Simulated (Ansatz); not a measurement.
# CdTe (F-43m) in Ansatz: a series of runs

The runs below take CdTe through single point, relaxation of cell and atoms, with PBE, PBE+D3(BJ), PBE+D4.

All numbers are computed with Ansatz 0.2.0; they aren't measurements. Logs are shortened: lines on timing, memory, paths and dates and some standing lists are left out, and cuts for length are marked.

**The experiment to reproduce.**

From a printed reference work, data compilation, for a bulk crystal of CdTe at 0 K: band gap 1.607 eV.

The results are compared with them further down.

### 1 The crystal as given

It takes space group F-43m (No. 216, cubic). Conventional cell: a = 6.410 Å, b = 6.410 Å, c = 6.410 Å, α = 90.00°, β = 90.00°, γ = 90.00°. Te (site symmetry -43m) has 4 Cd at 2.78 Å as nearest neighbours. Cd (site symmetry -43m) is surrounded by 4 Te at 2.78 Å.

### 2 Single point, PBE

The input, input.yaml:

```yaml
crystal:
  lattice:
    - [0.0, 3.205, 3.205]
    - [3.205, 0.0, 3.205]
    - [3.205, 3.205, 0.0]
  atoms:
    - { symbol: Te, position: [0.75, 0.75, 0.75] }
    - { symbol: Cd, position: [0.0, 0.0, 0.0] }
hamiltonian:
  xc: pbe
  pseudopotentials: { kind: paw }
kpoints:
  mp_grid: { grid: [7, 7, 7] }
scf:
  occupations: { method: gaussian, width: 0.028 }
output:
  forces: true
  stress: true
  eigenvalues: true
```

Potentials or basis: Ansatz PAW.

Started as:

```bash
$ ansatz run input.yaml --threads 2 --pin off --max-ram 5632MiB --backend cpu --events-out ev --progress --plain --runs-dir out
```

Standard output:

```text
Warning: RAYON_NUM_THREADS=2 ignored (pool sized by the plan → 2); use --threads N
Engine: ansatz 0.2.0, x86_64-unknown-linux-gnu
Pseudopotentials: kind: paw
Pseudopotential: Te, paw, valence charge 16, recommended cutoff 420 eV (normal), Te.paw.azcp
Pseudopotential: Cd, paw, valence charge 20, recommended cutoff 420 eV (normal), Cd.paw.azcp
Functional definition: PBE
  parameter kappa = 0.804
  parameter beta = 0.06672455060314922
  exchange = pbe_x(kappa = kappa, mu = beta*pi^2/3)
  correlation = pbe_c(beta = beta)
Crystal: 2 atoms, lattice volume = 65.844 Å³
Basis set: ecut = 420 eV, 1243 PW (Γ), exchange–correlation on 64×64×64 points (8 copies of the dense FFT grid, shifted against one another)
Bands: 22, of which v1, the nominal top of the filled ones, is band 18 counted from 1 (17 counted from 0)
Symmetry: 24 space group operations
Space group: F-43m (ITA 216), of the structure as read, at distance tolerance 4.0e-5 Å
k-points: 20 of 343 (time reversal used)
Non-local potential: Te, projectors of the file, l = 0: 2, l = 1: 2, l = 2: 2, l = 3: 2
Non-local potential: Cd, projectors of the file, l = 0: 3, l = 1: 2, l = 2: 2, l = 3: 1
PAW form: soft (Blöchl's): semilocal exchange-correlation on the pseudo side does not see the compensation charge
PAW one-centre angular grid: Te, 590 points (default); XC on 64 Gauss nodes
PAW one-centre angular grid: Cd, 590 points (default); XC on 64 Gauss nodes
Initial density: superposition of atomic densities (neutral atoms: chi_scale 0, normalization atom), corrected by the library's trained network
Initial wavefunctions: pseudopotential atomic-orbital guess
Functional: x = pbe(κ = 0.804, μ = 0.2195149727645171), c = pbe(β = 0.06672455060314922)
SCF iter   1: F=—  HF=-15235.257777 eV  |F-HF|=—  |Δ(HF+E_count)|=         —  Δρ=1.37e-3  dr2=2.98e-3  ethr=1.77e-3  ⟨swp⟩=6.2  Hψ=2096  notcnv=0
preconditioner: auto → none  [insulator: Δε(μ)=0.855 eV  Ē_g=11.552 eV  σ=0.028 eV  W_gap=1.00  n_scr=14 (ndim 8)  ℏωp=19.4 eV  f_vac=0.179  D(μ)=0.00/eV (n_scr^D=0)  ε∞_Penn≈3.8]
SCF iter   2: F=—  HF=-15235.257163 eV  |F-HF|=—  |Δ(HF+E_count)|=   6.14e-4  Δρ=5.40e-4  dr2=1.98e-4  ethr=8.29e-6  ⟨swp⟩=2.1  Hψ=864  notcnv=0
SCF iter   3: F=—  HF=-15235.257211 eV  |F-HF|=—  |Δ(HF+E_count)|=   4.86e-5  Δρ=2.08e-4  dr2=2.98e-5  ethr=5.51e-7  ⟨swp⟩=2.9  Hψ=780  notcnv=0
SCF iter   4: F=—  HF=-15235.257223 eV  |F-HF|=—  |Δ(HF+E_count)|=   1.17e-5  Δρ=6.90e-5  dr2=2.93e-6  ethr=8.28e-8  ⟨swp⟩=2.0  Hψ=615  notcnv=0
SCF iter   5: F=—  HF=-15235.257232 eV  |F-HF|=—  |Δ(HF+E_count)|=   8.86e-6  Δρ=1.59e-5  dr2=1.14e-7  ethr=8.13e-9  ⟨swp⟩=2.0  Hψ=620  notcnv=0
SCF iter   6: F=-15235.257232 eV  HF=-15235.257232 eV  |F-HF|=2.12e-9  |Δ(HF+E_count)|=   4.87e-7  Δρ=1.86e-6  dr2=1.32e-9  ethr=2.78e-10  ⟨swp⟩=6.5  Hψ=1854  notcnv=0
SCF 1 converged in 6 iterations: F = -15235.257232 eV  dr2 = 1.32e-9
SCF converged after 6 iterations
Free energy (F): -15235.257232 eV
Harris-Foulkes:  -15235.257232 eV  (|F-HF|=2.12e-9)
Internal energy: -15235.257232 eV  (E = F + TS)
E sigma→0 (E₀):  -15235.257232 eV
Fermi energy:    8.376195 eV
--- Per-component energies (eV) ---
  E_band       = -775.989296
  E_kinetic    = 686.481085
  E_local      = -5346.869093  (includes V_loc(G=0)·N_el)
  E_nonlocal   = -276.798411
  E_hartree    = 2704.016460
  E_xc         = -301.589987
  E_vxc        = -326.551998  (∫ρ·V_xc dr)
  E_paw        = -8745.751780  (= ΣΔE_a)
  E_vpaw       = -920.285173  (= ΣTr[D̂ρ^β])
  E_aug_tail   = -0.000205  (compensation charges beyond the density's cutoff)
  E_ewald      = -3954.745301
  E_smearing   = -0.000000  (= −TS)
  E_closure    = 0.000000  (closes the sum)
  Σ components = -15235.257232   (vs F -15235.257232, Δ=0.00e0)
--- Forces (eV/Å), atoms counted from 1 ---
  atom   1  Te     0.00000000     0.00000000     0.00000000
  atom   2  Cd    -0.00000000     0.00000000     0.00000000
  max |Σ_I F_I| component: 1.23e-16 eV/Å
--- Stress (GPa, compression-positive) ---
        4.243171      -0.000000      -0.000000
        0.000000       4.243171       0.000000
       -0.000000       0.000000       4.243171
  P = ⅓ Tr σ = 4.2432 GPa (42.432 kbar)
--- Band table (eV; the first three rows and the last of 20) ---
  k-point 0: bands = ["-94.2604", "-55.3235", "-55.3235", "-55.3235", "-28.1557", "-28.1557", "-28.1557", "-28.1464", "-28.1464", "-3.4288", "-0.4575", "-0.4575", "-0.4575", "-0.1710", "-0.1710", "7.9393", "7.9393", "7.9393", "8.8121", "12.5347", "12.5347", "12.5347"]
  k-point 1: bands = ["-94.2604", "-55.3235", "-55.3235", "-55.3235", "-28.1557", "-28.1556", "-28.1556", "-28.1463", "-28.1463", "-3.3478", "-0.4419", "-0.4419", "-0.3952", "-0.1723", "-0.1723", "6.4680", "7.7526", "7.7526", "9.7778", "12.5833", "12.8122", "12.8122"]
  k-point 2: bands = ["-94.2604", "-55.3236", "-55.3235", "-55.3235", "-28.1558", "-28.1555", "-28.1555", "-28.1463", "-28.1463", "-3.1651", "-0.4104", "-0.4104", "-0.1785", "-0.1704", "-0.1704", "4.7229", "7.3950", "7.3950", "9.9649", "13.1542", "13.1542", "13.7571"]
  k-point 19: bands = ["-94.2604", "-55.3236", "-55.3235", "-55.3235", "-28.1558", "-28.1555", "-28.1550", "-28.1463", "-28.1460", "-2.8814", "-0.3316", "-0.3155", "-0.2057", "-0.1683", "0.4248", "3.6112", "5.2845", "6.0113", "11.6631", "12.7962", "13.9008", "14.6953"]
```

Run time: 0.73 s. Hardware: 2 threads of Intel Xeon 6975P-C (Granite Rapids), shared host; peak memory 0.44 GiB.

What came out:

```
Free energy            : -15235.2572 eV
Pressure               : 4.2 GPa
Band gap on the k mesh : 0.87 eV, direct
```

Caveat: odd divisions of the mesh miss points on the zone boundary, where band edges often lie, so the gap on the mesh can be too wide; spin-orbit coupling is left out, which moves the levels of the heavy elements.

### 3 Relaxation of cell and atoms, PBE+D3(BJ)

Changes to input.yaml since step 2:

```diff
@@ -11,2 +11,3 @@
   pseudopotentials: { kind: paw }
+  dispersion: d3bj
 kpoints:
@@ -14,3 +15,3 @@
 scf:
-  occupations: { method: gaussian, width: 0.028 }
+  occupations: { method: fermi_dirac, width: 0.05 }
 output:
@@ -18,2 +19,9 @@
   stress: true
-  eigenvalues: true
+  write_density: true
+  write_potential: true
+  elf: true
+  volumetric_format: npy
+relax:
+  f_tol: 0.01
+  max_steps: 40
+  cell: { stress_tol: 0.05 }
```

Potentials or basis: Ansatz PAW.

Started as:

```bash
$ ansatz run input.yaml --threads 2 --pin off --max-ram 5632MiB --backend cpu --events-out ev --progress --plain --runs-dir out
```

Run time: 6.5 s. Hardware: 2 threads of Intel Xeon 6975P-C (Granite Rapids), shared host; peak memory 0.46 GiB.

The run converged. Its results:

| Quantity | Value |
| --- | --- |
| Free energy | -15235.9903 eV |
| Relaxed volume | 34.59 Å³/atom |
| Relaxed cell | a = 4.608 Å, b = 4.608 Å, c = 4.608 Å, α = 60.00°, β = 60.00°, γ = 60.00° |
| Space group after relaxing (to 0.05 Å) | F-43m (No. 216) |
| Energy gained by relaxing | 11.1 meV/atom |
| Ionic steps | 5 |
| Pressure after relaxing | 0.0 GPa |
| Band gap on the k mesh | 0.72 eV, direct |

The path:
| step | energy change (eV) | largest force (eV/Å) | volume (Å³) |
| --- | --- | --- | --- |
| 1 | 0.0000 | 0.0000 | 65.84 |
| 2 | -0.0146 | 0.0000 | 71.14 |
| 3 | -0.0214 | 0.0000 | 69.38 |
| 4 | -0.0215 | 0.0000 | 69.19 |
| 5 | -0.0222 | 0.0000 | 69.19 |

Final structure:
```
CELL_PARAMETERS angstrom
0.00000 3.25839 3.25839
3.25839 0.00000 3.25839
3.25839 3.25839 0.00000
ATOMIC_POSITIONS crystal
Te 0.75000 0.75000 0.75000
Cd 0.00000 0.00000 0.00000
```

Levels at points of the mesh, in eV from the valence-band top:
```csv
k point,band 16,band 17,band 18,band 19,band 20,band 21
"(0.00, 0.00, 0.00)",0.00,0.00,0.00,0.72,4.63,4.63
```

Caveat: odd divisions of the mesh miss points on the zone boundary, where band edges often lie, so the gap on the mesh can be too wide; the plane-wave basis is chosen anew once the cell has moved, so the energies of steps on either side of that aren't comparable; spin-orbit coupling is left out, which moves the levels of the heavy elements. As with any semilocal functional, this PBE gap is likely too small.

### 4 Relaxation of cell and atoms, PBE+D4

Changes to input.yaml since step 3:

```diff
@@ -11,3 +11,3 @@
   pseudopotentials: { kind: paw }
-  dispersion: d3bj
+  dispersion: d4
 kpoints:
```

Started as:

```bash
$ ansatz run input.yaml --threads 2 --pin off --max-ram 5632MiB --backend cpu --events-out ev --progress --plain --runs-dir out
```

It took 6.4 s on 2 threads of Intel Xeon 6975P-C (Granite Rapids), shared host; peak memory 0.47 GiB.

The run converged. Its results:

```
Free energy                            : -15236.0181 eV
Relaxed volume                         : 34.57 Å³/atom
Relaxed cell                           : a = 4.607 Å, b = 4.607 Å, c = 4.607 Å, α = 60.00°, β = 60.00°, γ = 60.00°
Space group after relaxing (to 0.05 Å) : F-43m (No. 216)
Energy gained by relaxing              : 10.9 meV/atom
Ionic steps                            : 5
Pressure after relaxing                : 0.0 GPa
Band gap on the k mesh                 : 0.72 eV, direct
```

Step by step:
```tsv
step	energy change (eV)	largest force (eV/Å)	volume (Å³)
1	0.0000	0.0000	65.84
2	-0.0141	0.0000	71.09
3	-0.0209	0.0000	69.33
4	-0.0210	0.0000	69.14
5	-0.0217	0.0000	69.14
```

Final structure:
```cif
data_structure
_symmetry_space_group_name_H-M 'P 1'
_symmetry_Int_Tables_number 1
_cell_length_a 4.6070
_cell_length_b 4.6070
_cell_length_c 4.6070
_cell_angle_alpha 60.000
_cell_angle_beta 60.000
_cell_angle_gamma 60.000
_cell_volume 69.14
loop_
_atom_site_label
_atom_site_type_symbol
_atom_site_fract_x
_atom_site_fract_y
_atom_site_fract_z
_atom_site_occupancy
Te1 Te 0.75000 0.75000 0.75000 1
Cd1 Cd 0.00000 0.00000 0.00000 1
```

Levels at points of the mesh, in eV from the valence-band top:
| k point | band 16 | band 17 | band 18 | band 19 | band 20 | band 21 |
| --- | --- | --- | --- | --- | --- | --- |
| (0.00, 0.00, 0.00) | 0.00 | 0.00 | 0.00 | 0.72 | 4.63 | 4.63 |

Caveat: odd divisions of the mesh miss points on the zone boundary, where band edges often lie, so the gap on the mesh can be too wide; the plane-wave basis is chosen anew once the cell has moved, so the energies of steps on either side of that aren't comparable; spin-orbit coupling is left out, which moves the levels of the heavy elements. Zero-point motion and thermal expansion aren't in these numbers.

### 5 Summary

```tsv
task	level	cell	smearing	gap on the mesh (eV)	pressure (GPa)	relaxed volume (Å³/atom)
single point	PBE	as given	gaussian 0.028 eV	0.87	4.2	-
relaxation of cell and atoms	PBE+D3(BJ)	relaxed	fermi-dirac 0.05 eV	0.72	0.0	34.59
relaxation of cell and atoms	PBE+D4	relaxed	fermi-dirac 0.05 eV	0.72	0.0	34.57
```

Alike in all rows: potentials or basis Ansatz PAW; no spin polarisation; k mesh 7 × 7 × 7; cutoff (eV) 420.

Caveats: odd divisions of the mesh miss points on the zone boundary, where band edges often lie, so the gap on the mesh can be too wide; spin-orbit coupling is left out, which moves the levels of the heavy elements; the plane-wave basis is chosen anew once the cell has moved, so the energies of steps on either side of that aren't comparable (some runs).

Total energies depend on the potentials used, so only differences within one code and one set of settings carry meaning.

### 6 Against experiment

Step 2. A measured gap of CdTe is 1.607 eV (0 K; a printed reference work, data compilation); the calculated 0.87 eV misses it by -0.73 eV. Spin-orbit coupling on Cd, Te is left out. The value is that of PBE, without temperature or zero-point motion. Semilocal functionals fall short of measured gaps as a rule.
